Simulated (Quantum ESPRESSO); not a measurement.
MoS2:

```
Mo S
1.0
     1.58150    0.91308    6.12333
    -1.58150    0.91308    6.12333
     0.00000   -1.82616    6.12333
Mo S
1 2
Direct
  0.00000 0.00000 0.00000
  0.74840 0.74840 0.74840
  0.58490 0.58490 0.58490
```

Measurements of this composition are mostly on another form, of space group No. 194.

Base run:

| Property | Result |
| --- | --- |
| Program | Quantum ESPRESSO 7.5 |
| Functional | PBE |
| Potentials or basis | GBRV 1.5 PBE |
| Cutoff | 612 eV |
| Density cutoff | 4898 eV |
| k mesh | 7 × 7 × 7 |
| Occupations | gaussian, width 0.05 eV |
| Spin | collinear spin, ferromagnetic start |
| Starting moments | [2.0, 0.0, 0.0] μB |

Its results: band gap on the k mesh 0.94 eV, indirect (least direct gap 1.99 eV); pressure 8.9 GPa; net moment 0.00 μB per cell; largest force 1.273 eV/Å.

Task: The run is repeated on the same cell with these changes: hubbard terms from none to Mo d U = 4 eV. What comes out?

Result: Band gap on the k mesh 0.89 eV, indirect (least direct gap 1.96 eV); pressure 9.1 GPa; net moment 0.00 μB per cell; largest force 1.276 eV/Å.

Caveats: an odd mesh through Γ misses points on the zone boundary, where band edges often lie; forces of over 1 eV/Å show positions far from the minimum, so gaps and moduli don't describe the material at rest.
